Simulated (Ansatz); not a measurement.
KF in the wurtzite structure (it has left that coordination), relaxed with r2SCAN in Ansatz 0.2.0: it is hexagonal, P6_3/mmc (No. 194); conventional cell a = 4.485 Å, c = 5.271 Å, 22.96 Å³ an atom. Around K lie 5 F at 2.59–2.64 Å; around F lie 5 K at 2.59–2.64 Å. The primitive cell holds 4 atoms in 91.83 Å³. Simulation only: spin-unpolarised, and no claim that this is the phase found in nature.

Computed values: PBE gives a gap of 5.38 eV and PBE0 (25 % exact exchange) 8.05 eV; one over PBE's mean ε∞ is 0.553. HSE06 (6×6×4) gives a least gap of 7.27 eV, direct. PBEsol's static dielectric constant, on its own cell and averaged over directions, is 4.4.

What is the density?
The cell holds 2 K, 2 F: M = 2×39.098 + 2×18.998 = 116.19 u in V = 91.83 Å³. ρ = 1.66054 × M/V = 1.66054 × 116.19/91.83 = 2.101 g/cm³, for the static r2SCAN lattice.

Taking the gap as linear in the share of unscreened exchange, estimate the gap of the hybrid whose share is 1/ε∞.
The slope is (8.05 − 5.38)/0.25 = 10.68 eV per unit share, so E_g ≈ 5.38 + 10.68 × 0.553 = 11.29 eV. The run with that share gives 11.41 eV (6×6×4 mesh), +0.12 eV from the straight line.

At what wavelength does absorption set in by HSE06, excitons left aside?
λ = 1239.84 eV nm/E: 171 nm for the least gap. That lies in the ultraviolet, so by this gap the crystal is transparent to visible light.

As a gate dielectric 4 nm thick, what equivalent oxide thickness and capacitance would it have, with 3.9 for amorphous SiO₂?
EOT = t × 3.9/κ = 4 × 3.9/4.4 = 3.55 nm; C/A = ε₀κ/t = 8.854 × 4.4/4 = 9.7 fF/µm². This takes the ideal crystal's mean κ, without interface layers; the tensor is anisotropic (4.1, 4.1, 5.1), so an oriented film differs.

The meshes of the hybrids are coarse, so their gaps aren't converged to the digits shown.
